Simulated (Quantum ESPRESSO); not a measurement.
# In2Se2, 1 layer, rectangular cell, stepped through strain along the first axis, part 4 of 7

Aim: how the results for In2Se2, 1 layer, rectangular cell change with strain along the first axis.

Quantum ESPRESSO 7.5; plane-wave DFT, PBE, GBRV ultrasoft pseudopotentials.

So far. Step 2 (Relaxing cell and ions of the reference):  The last row is no step: it is a fresh SCF in the final cell with a new plane-wave basis, +1 meV from the row before. Step 3 (Relaxing the ions, -4 %): The relaxation lowers the energy by 5 meV an atom.

## (6) Bands along a path, -4 %

Bands along a path place the edges.

Contents of m0.bands.in:

```
&control
  prefix = 'm0.bands'
  outdir = './out'
  pseudo_dir = './pseudo'
  calculation = 'bands'
/
&system
  ibrav = 0
  nat = 8
  ntyp = 2
  ecutwfc = 40
  ecutrho = 200
  occupations = 'smearing'
  smearing = 'fd'
  degauss = 0.002
  nbnd = 44
/
&electrons
  conv_thr = 1e-07
  mixing_beta = 0.4
  electron_maxstep = 120
  mixing_mode = 'plain'
/
ATOMIC_SPECIES
  Se  78.9710  se_pbe_v1.uspp.F.UPF
  In  114.8180  in_pbe_v1.4.uspp.F.UPF
CELL_PARAMETERS angstrom
  3.91768792128000 0.00000000000000 0.00000000000000
  0.00000000000000 7.06788813800000 0.00000000000000
  0.00000000000000 0.00000000000000 20.14290946400000
ATOMIC_POSITIONS crystal
  Se  0.000000000000 0.330860717900 0.364515995800
  Se  0.500000000000 0.830860791300 0.364515831300
  In  0.000000000000 0.002472385100 0.430036279000
  In  0.500000000000 0.502472772400 0.430036284300
  In  0.000000000000 0.002472385100 0.569963721000
  In  0.500000000000 0.502472772400 0.569963715700
  Se  0.000000000000 0.330860717900 0.635484004200
  Se  0.500000000000 0.830860791300 0.635484168700
K_POINTS crystal_b
5
  0.0000000000 0.0000000000 0.0000000000 12
  0.5000000000 0.0000000000 0.0000000000 12
  0.5000000000 0.5000000000 0.0000000000 12
  0.0000000000 0.5000000000 0.0000000000 12
  0.0000000000 0.0000000000 0.0000000000 1
```

The run is started by

```sh
> cp -r out/m0.scf.save out/m0.bands.save
> cp out/m0.scf.xml out/m0.bands.xml
> OMP_NUM_THREADS=1 mpirun -n 4 pw.x -nk 4 -in m0.bands.in > m0.bands.out
```

What it wrote:

```text
[banner, memory and clock lines left out]
Program PWSCF v.7.5 starts

          URL

     Atomic positions and unit cell read from directory:
     ./out/m0.bands.save/

     Found identity + ( -0.5000 -0.5000 -0.0000) symmetry
     This is a supercell, fractional translations are disabled
     Message from routine setup:
     using ibrav=0 with symmetry is DISCOURAGED, use correct ibrav instead

     G-vector sticks info

     bravais-lattice index     =            0
     lattice parameter (alat)  =       7.4034  a.u.
     unit-cell volume          =    3763.9020 (a.u.)^3
     number of atoms/cell      =            8
     number of atomic types    =            2
     number of electrons       =        76.00
     number of Kohn-Sham states=           44
     kinetic-energy cutoff     =      40.0000  Ry
     charge density cutoff     =     200.0000  Ry
     Exchange-correlation=  SLA  PW   PBX  PBC
                           (   1   4   3   4   0   0   0)

     celldm(1)=   7.403357  celldm(2)=   0.000000  celldm(3)=   0.000000
     celldm(4)=   0.000000  celldm(5)=   0.000000  celldm(6)=   0.000000

     crystal axes: (cart. coord. in units of alat)
               a(1) = (   1.000000   0.000000   0.000000 )
               a(2) = (   0.000000   1.804097   0.000000 )
               a(3) = (   0.000000   0.000000   5.141530 )

     reciprocal axes: (cart. coord. in units 2 pi/alat)
               b(1) = (  1.000000  0.000000  0.000000 )
               b(2) = (  0.000000  0.554294  0.000000 )
               b(3) = (  0.000000  0.000000  0.194495 )

     PseudoPot. # 1 for Se read from file:
     ./pseudo/se_pbe_v1.uspp.F.UPF
     Pseudo is Ultrasoft + core correction, Zval =  6.0
     Generated by new atomic code, or converted to UPF format
     Using radial grid of  877 points,  6 beta functions with:
                l(1) =   0
                l(2) =   0
                l(3) =   1
                l(4) =   1
                l(5) =   2
                l(6) =   2
     Q(r) pseudized with  8 coefficients,  rinner =    1.300   1.300   1.300
                                                       1.300   1.300

     PseudoPot. # 2 for In read from file:
     ./pseudo/in_pbe_v1.4.uspp.F.UPF
     Pseudo is Ultrasoft + core correction, Zval = 13.0
     Generated by new atomic code, or converted to UPF format
     Using radial grid of  889 points,  6 beta functions with:
                l(1) =   0
                l(2) =   0
                l(3) =   1
                l(4) =   1
                l(5) =   2
                l(6) =   2
     Q(r) pseudized with  6 coefficients,  rinner =    1.400   1.400   1.400
                                                       1.400   1.400

     atomic species   valence    mass     pseudopotential
     Se                6.00    78.97100     Se( 1.00)
     In               13.00   114.81800     In( 1.00)

      4 Sym. Ops. (no inversion) found

   Cartesian axes

     site n.     atom                  positions (alat units)
         1        Se     tau(   1) = (   0.0000000   0.5969048   1.8741699  )
         2        Se     tau(   2) = (   0.5000000   1.4989533   1.8741690  )
         3        In     tau(   3) = (   0.0000000   0.0044604   2.2110444  )
         4        In     tau(   4) = (   0.5000000   0.9065095   2.2110444  )
         5        In     tau(   5) = (   0.0000000   0.0044604   2.9304855  )
         6        In     tau(   6) = (   0.5000000   0.9065095   2.9304855  )
         7        Se     tau(   7) = (   0.0000000   0.5969048   3.2673600  )
         8        Se     tau(   8) = (   0.5000000   1.4989533   3.2673608  )

     number of k points=    49  Fermi-Dirac smearing, width (Ry)=  0.0020
                       cart. coord. in units 2pi/alat
        k(    1) = (   0.0000000   0.0000000   0.0000000), wk =   0.0408163
        k(    2) = (   0.0416667   0.0000000   0.0000000), wk =   0.0408163
        k(    3) = (   0.0833333   0.0000000   0.0000000), wk =   0.0408163
        k(    4) = (   0.1250000   0.0000000   0.0000000), wk =   0.0408163
        k(    5) = (   0.1666667   0.0000000   0.0000000), wk =   0.0408163
        k(    6) = (   0.2083333   0.0000000   0.0000000), wk =   0.0408163
        k(    7) = (   0.2500000   0.0000000   0.0000000), wk =   0.0408163
        k(    8) = (   0.2916667   0.0000000   0.0000000), wk =   0.0408163
        k(    9) = (   0.3333333   0.0000000   0.0000000), wk =   0.0408163
        k(   10) = (   0.3750000   0.0000000   0.0000000), wk =   0.0408163
        k(   11) = (   0.4166667   0.0000000   0.0000000), wk =   0.0408163
        k(   12) = (   0.4583333   0.0000000   0.0000000), wk =   0.0408163
        k(   13) = (   0.5000000   0.0000000   0.0000000), wk =   0.0408163
        k(   14) = (   0.5000000   0.0230956   0.0000000), wk =   0.0408163
        k(   15) = (   0.5000000   0.0461912   0.0000000), wk =   0.0408163
        k(   16) = (   0.5000000   0.0692867   0.0000000), wk =   0.0408163
        k(   17) = (   0.5000000   0.0923823   0.0000000), wk =   0.0408163
        k(   18) = (   0.5000000   0.1154779   0.0000000), wk =   0.0408163
        k(   19) = (   0.5000000   0.1385735   0.0000000), wk =   0.0408163
        k(   20) = (   0.5000000   0.1616691   0.0000000), wk =   0.0408163
        k(   21) = (   0.5000000   0.1847647   0.0000000), wk =   0.0408163
        k(   22) = (   0.5000000   0.2078602   0.0000000), wk =   0.0408163
        k(   23) = (   0.5000000   0.2309558   0.0000000), wk =   0.0408163
        k(   24) = (   0.5000000   0.2540514   0.0000000), wk =   0.0408163
        k(   25) = (   0.5000000   0.2771470   0.0000000), wk =   0.0408163
        k(   26) = (   0.4583333   0.2771470   0.0000000), wk =   0.0408163
        k(   27) = (   0.4166667   0.2771470   0.0000000), wk =   0.0408163
        k(   28) = (   0.3750000   0.2771470   0.0000000), wk =   0.0408163
        k(   29) = (   0.3333333   0.2771470   0.0000000), wk =   0.0408163
        k(   30) = (   0.2916667   0.2771470   0.0000000), wk =   0.0408163
        k(   31) = (   0.2500000   0.2771470   0.0000000), wk =   0.0408163
        k(   32) = (   0.2083333   0.2771470   0.0000000), wk =   0.0408163
        k(   33) = (   0.1666667   0.2771470   0.0000000), wk =   0.0408163
        k(   34) = (   0.1250000   0.2771470   0.0000000), wk =   0.0408163
        k(   35) = (   0.0833333   0.2771470   0.0000000), wk =   0.0408163
        k(   36) = (   0.0416667   0.2771470   0.0000000), wk =   0.0408163
        k(   37) = (   0.0000000   0.2771470   0.0000000), wk =   0.0408163
        k(   38) = (   0.0000000   0.2540514   0.0000000), wk =   0.0408163
        k(   39) = (   0.0000000   0.2309558   0.0000000), wk =   0.0408163
[...]
-15.1954 -15.1954 -15.0923 -15.0923 -15.0894 -15.0894 -14.9742 -14.9742
   -14.8989 -14.8989 -14.8603 -14.8603 -14.8585 -14.8585 -14.7729 -14.7729
   -14.7310 -14.7310 -14.5941 -14.5941 -13.0170 -13.0170 -12.9229 -12.9229
    -6.3298  -6.3297  -4.9675  -4.9675  -3.4922  -3.4922  -2.8498  -2.8498
    -2.6332  -2.6331  -2.4272  -2.4272  -1.3407  -1.3406   1.8818   1.8818
     2.2375   2.2375   3.2881   3.2881

          k = 0.1250 0.2771 0.0000 ( 16064 PWs)   bands (ev):

   -15.1879 -15.1879 -15.0907 -15.0907 -15.0778 -15.0778 -14.9719 -14.9719
   -14.8984 -14.8984 -14.8619 -14.8619 -14.8604 -14.8604 -14.7729 -14.7729
   -14.7298 -14.7298 -14.5988 -14.5988 -13.0806 -13.0806 -12.9835 -12.9835
    -6.3450  -6.3450  -4.9053  -4.9053  -3.4899  -3.4899  -2.8833  -2.8833
    -2.4121  -2.4121  -2.2300  -2.2300  -1.3267  -1.3267   1.8472   1.8472
     2.2245   2.2245   3.4923   3.4924

          k = 0.0833 0.2771 0.0000 ( 16100 PWs)   bands (ev):

   -15.1834 -15.1834 -15.0888 -15.0888 -15.0693 -15.0693 -14.9695 -14.9695
   -14.8991 -14.8990 -14.8621 -14.8621 -14.8609 -14.8609 -14.7737 -14.7737
   -14.7284 -14.7284 -14.6025 -14.6025 -13.1288 -13.1288 -13.0295 -13.0295
    -6.3612  -6.3612  -4.8691  -4.8691  -3.5030  -3.5030  -2.9132  -2.9132
    -2.1814  -2.1814  -2.0285  -2.0285  -1.3252  -1.3252   1.7733   1.7733
     2.0925   2.0925   3.7338   3.7338

          k = 0.0417 0.2771 0.0000 ( 16084 PWs)   bands (ev):

   -15.1811 -15.1811 -15.0873 -15.0873 -15.0642 -15.0642 -14.9676 -14.9676
   -14.8998 -14.8998 -14.8614 -14.8614 -14.8606 -14.8606 -14.7746 -14.7746
   -14.7273 -14.7273 -14.6048 -14.6048 -13.1589 -13.1589 -13.0581 -13.0581
    -6.3731  -6.3730  -4.8511  -4.8511  -3.5158  -3.5158  -2.9329  -2.9329
    -2.0039  -2.0039  -1.8752  -1.8752  -1.3294  -1.3294   1.6975   1.6975
     1.9575   1.9575   3.7377   3.7377

          k = 0.0000 0.2771 0.0000 ( 16102 PWs)   bands (ev):

   -15.1805 -15.1805 -15.0868 -15.0868 -15.0626 -15.0626 -14.9668 -14.9668
   -14.9002 -14.9002 -14.8611 -14.8611 -14.8605 -14.8605 -14.7749 -14.7749
   -14.7269 -14.7269 -14.6057 -14.6056 -13.1692 -13.1691 -13.0679 -13.0679
    -6.3774  -6.3773  -4.8457  -4.8457  -3.5208  -3.5208  -2.9398  -2.9398
    -1.9361  -1.9361  -1.8173  -1.8173  -1.3322  -1.3322   1.6649   1.6649
     1.9020   1.9020   3.6884   3.6884

          k = 0.0000 0.2541 0.0000 ( 16102 PWs)   bands (ev):

   -15.1918 -15.1703 -15.0899 -15.0818 -15.0787 -15.0457 -14.9669 -14.9669
   -14.9015 -14.8990 -14.8653 -14.8644 -14.8568 -14.8564 -14.7774 -14.7722
   -14.7274 -14.7265 -14.6120 -14.5997 -13.2380 -13.1341 -13.0992 -13.0008
    -6.3842  -6.3801  -4.9814  -4.7206  -3.6378  -3.3802  -2.9604  -2.8978
    -1.9973  -1.8734  -1.8726  -1.7607  -1.3799  -1.2965   1.6398   1.6656
     1.7664   2.0546   3.5944   3.6428

          k = 0.0000 0.2310 0.0000 ( 16103 PWs)   bands (ev):

   -15.2036 -15.1620 -15.0938 -15.0916 -15.0747 -15.0285 -14.9671 -14.9670
   -14.9027 -14.8977 -14.8696 -14.8683 -14.8526 -14.8523 -14.7796 -14.7693
   -14.7278 -14.7260 -14.6187 -14.5940 -13.3050 -13.1984 -13.0293 -12.9338
    -6.4019  -6.3906  -5.1226  -4.6109  -3.7288  -3.2193  -2.9638  -2.8309
    -2.0559  -1.9258  -1.8101  -1.7038  -1.4405  -1.2717   1.5887   1.6447
     1.6499   2.2202   3.5061   3.5110

          k = 0.0000 0.2079 0.0000 ( 16095 PWs)   bands (ev):

   -15.2153 -15.1557 -15.1080 -15.0925 -15.0652 -15.0109 -14.9672 -14.9671
   -14.9039 -14.8965 -14.8737 -14.8718 -14.8486 -14.8482 -14.7817 -14.7661
   -14.7282 -14.7255 -14.6256 -14.5888 -13.3689 -13.2600 -12.9605 -12.8680
    -6.4305  -6.4068  -5.2643  -4.5198  -3.7928  -3.0421  -2.9543  -2.7374
    -2.1113  -1.9760  -1.7474  -1.6474  -1.5137  -1.2562   1.5120   1.5532
     1.6066   2.3916   3.3411   3.4372

          k = 0.0000 0.1848 0.0000 ( 16093 PWs)   bands (ev):

   -15.2265 -15.1514 -15.1209 -15.0927 -15.0537 -14.9936 -14.9676 -14.9673
   -14.9050 -14.8954 -14.8775 -14.8751 -14.8447 -14.8443 -14.7835 -14.7625
   -14.7286 -14.7251 -14.6329 -14.5840 -13.4292 -13.3180 -12.8939 -12.8045
    -6.4690  -6.4266  -5.4022  -4.4483  -3.8303  -2.9355  -2.8529  -2.6180
    -2.1627  -2.0227  -1.6864  -1.5981  -1.5927  -1.2481   1.4117   1.4760
     1.5560   2.5495   3.1739   3.3718

          k = 0.0000 0.1617 0.0000 ( 16113 PWs)   bands (ev):

   -15.2370 -15.1487 -15.1325 -15.0926 -15.0411 -14.9767 -14.9680 -14.9676
   -14.9061 -14.8945 -14.8811 -14.8780 -14.8413 -14.8408 -14.7851 -14.7585
   -14.7289 -14.7246 -14.6404 -14.5797 -13.4849 -13.3716 -12.8309 -12.7446
    -6.5150  -6.4481  -5.5323  -4.3952  -3.8435  -2.9108  -2.6566  -2.4765
    -2.2095  -2.0652  -1.6915  -1.6283  -1.5407  -1.2458   1.2909   1.4167
     1.4979   2.6253   3.0804   3.3141

          k = 0.0000 0.1386 0.0000 ( 16121 PWs)   bands (ev):

   -15.2464 -15.1471 -15.1427 -15.0923 -15.0281 -14.9684 -14.9678 -14.9608
   -14.9070 -14.8936 -14.8844 -14.8805 -14.8381 -14.8374 -14.7866 -14.7539
   -14.7292 -14.7242 -14.6482 -14.5759 -13.5351 -13.4200 -12.7728 -12.6893
    -6.5652  -6.4697  -5.6516  -4.3576  -3.8358  -2.8832  -2.4585  -2.3188
    -2.2511  -2.1031  -1.7904  -1.5744  -1.4927  -1.2480   1.1546   1.3733
     1.4372   2.5286   3.1570   3.2635

          k = 0.0000 0.1155 0.0000 ( 16129 PWs)   bands (ev):

   -15.2545 -15.1515 -15.1463 -15.0920 -15.0155 -14.9689 -14.9680 -14.9462
   -14.9078 -14.8929 -14.8872 -14.8827 -14.8353 -14.8345 -14.7878 -14.7488
   -14.7294 -14.7239 -14.6563 -14.5726 -13.5793 -13.4625 -12.7207 -12.6400
    -6.6159  -6.4900  -5.7572  -4.3321  -3.8121  -2.8551  -2.2871  -2.2646
    -2.1527  -2.1358  -1.8904  -1.5261  -1.4497  -1.2536   1.0087   1.3429
     1.3782   2.3487   3.2200   3.3190

          k = 0.0000 0.0924 0.0000 ( 16145 PWs)   bands (ev):

   -15.2614 -15.1587 -15.1458 -15.0916 -15.0040 -14.9693 -14.9683 -14.9336
   -14.9085 -14.8924 -14.8896 -14.8845 -14.8330 -14.8320 -14.7888 -14.7431
   -14.7296 -14.7236 -14.6645 -14.5699 -13.6166 -13.4984 -12.6760 -12.5977
    -6.6634  -6.5080  -5.8468  -4.3156  -3.7781  -2.8287  -2.3170  -2.1631
    -2.0823  -1.9875  -1.9863  -1.4845  -1.4127  -1.2619   0.8613   1.3229
     1.3246   2.1606   3.1838   3.4941

          k = 0.0000 0.0693 0.0000 ( 16117 PWs)   bands (ev):

   -15.2668 -15.1643 -15.1457 -15.0913 -14.9943 -14.9697 -14.9685 -14.9231
   -14.9090 -14.8919 -14.8914 -14.8858 -14.8311 -14.8300 -14.7896 -14.7368
   -14.7297 -14.7233 -14.6726 -14.5677 -13.6465 -13.5270 -12.6398 -12.5635
    -6.7042  -6.5228  -5.9186  -4.3054  -3.7403  -2.8061  -2.3406  -2.1846
    -2.0718  -1.9203  -1.8345  -1.4508  -1.3829  -1.2723   0.7227   1.2795
     1.3105   1.9912   3.1551   3.5732

          k = 0.0000 0.0462 0.0000 ( 16107 PWs)   bands (ev):

   -15.2706 -15.1683 -15.1458 -15.0910 -14.9869 -14.9700 -14.9686 -14.9154
   -14.9094 -14.8928 -14.8917 -14.8868 -14.8296 -14.8285 -14.7901 -14.7306
   -14.7297 -14.7232 -14.6802 -14.5660 -13.6682 -13.5478 -12.6132 -12.5384
    -6.7354  -6.5338  -5.9710  -4.2994  -3.7059  -2.7887  -2.3576  -2.2001
    -2.1402  -1.7890  -1.7072  -1.4260  -1.3609  -1.2842   0.6059   1.2454
     1.3035   1.8565   3.1343   3.5490

          k = 0.0000 0.0231 0.0000 ( 16101 PWs)   bands (ev):

   -15.2730 -15.1708 -15.1458 -15.0908 -14.9823 -14.9702 -14.9686 -14.9106
   -14.9096 -14.8936 -14.8916 -14.8874 -14.8288 -14.8276 -14.7904 -14.7298
   -14.7253 -14.7231 -14.6863 -14.5650 -13.6815 -13.5605 -12.5969 -12.5231
    -6.7551  -6.5405  -6.0029  -4.2963  -3.6816  -2.7778  -2.3679  -2.2095
    -2.1847  -1.7009  -1.6214  -1.4108  -1.3475  -1.2952   0.5265   1.2242
     1.3000   1.7694   3.1218   3.5340

          k = 0.0000 0.0000 0.0000 ( 16081 PWs)   bands (ev):

   -15.2738 -15.1716 -15.1457 -15.0907 -14.9807 -14.9703 -14.9687 -14.9097
   -14.9089 -14.8939 -14.8915 -14.8875 -14.8284 -14.8272 -14.7906 -14.7299
   -14.7230 -14.7230 -14.6889 -14.5647 -13.6859 -13.5648 -12.5914 -12.5179
    -6.7617  -6.5428  -6.0136  -4.2954  -3.6728  -2.7740  -2.3713  -2.2126
    -2.2003  -1.6693  -1.5908  -1.4057  -1.3429  -1.3000   0.4980   1.2170
     1.2990   1.7392   3.1175   3.5289

     XML data file, pseudopotentials, collected wavefunctions

                                        0.00s GPU  (     675 calls)
```

The job ended after 3.8 min (4 MPI ranks of Arm Neoverse V2, shared host; peak memory 0.89 GiB; 15 min of CPU time).

Numbers from this step:

| Item | Value |
| --- | --- |
| valence top, on the run's zero | -1.202 eV |
| gap by band count | 1.700 eV |

Band numbers count within the set of bands kept for display. The electronic bands at the labelled points (eV, zero at the highest filled level of the SCF mesh; v1 is the highest filled band, c1 the lowest empty one):

| point | v4 | v3 | v2 | v1 | c1 | c2 | c3 | c4 |
| --- | --- | --- | --- | --- | --- | --- | --- | --- |
| Γ | -0.38 | -0.20 | -0.14 | -0.09 | 1.70 | 2.42 | 2.51 | 2.95 |
| halfway | -1.03 | -0.98 | -0.88 | 0.00 | 2.71 | 2.83 | 3.01 | 3.64 |
| X | -1.37 | -1.37 | -0.58 | -0.58 | 2.85 | 2.85 | 3.00 | 3.00 |
| halfway | -1.35 | -1.35 | -0.72 | -0.72 | 2.61 | 2.61 | 2.66 | 2.66 |
| S | -1.31 | -1.31 | -0.86 | -0.86 | 2.27 | 2.27 | 2.31 | 2.31 |
| halfway | -1.41 | -1.41 | -0.23 | -0.23 | 2.98 | 2.98 | 3.02 | 3.02 |
| Y | -0.61 | -0.61 | -0.13 | -0.13 | 2.87 | 2.87 | 3.11 | 3.11 |
| halfway | -0.58 | -0.37 | -0.29 | -0.04 | 2.36 | 2.58 | 2.64 | 3.74 |
| Γ | -0.38 | -0.20 | -0.14 | -0.09 | 1.70 | 2.42 | 2.51 | 2.95 |

Along this path the valence top lies between Γ and X and the conduction bottom at Γ.

(Part 4 of 7 ends here.)

[Logs are printed without paths, hosts, clocks, repeated set-up lines and the standing remarks that a program may print on its own settings, such as how far it seeks lower states.]

[Hosts, paths, dates, database ids (printed as entryN), source tags and the programs' standing remarks are cut or masked in the printed files.]

[Maps of the electrostatic potential energy from Ansatz leave out the sawtooth potential of an applied field or a dipole correction, so their vacuum need not be flat; planar profiles and work functions include it.]
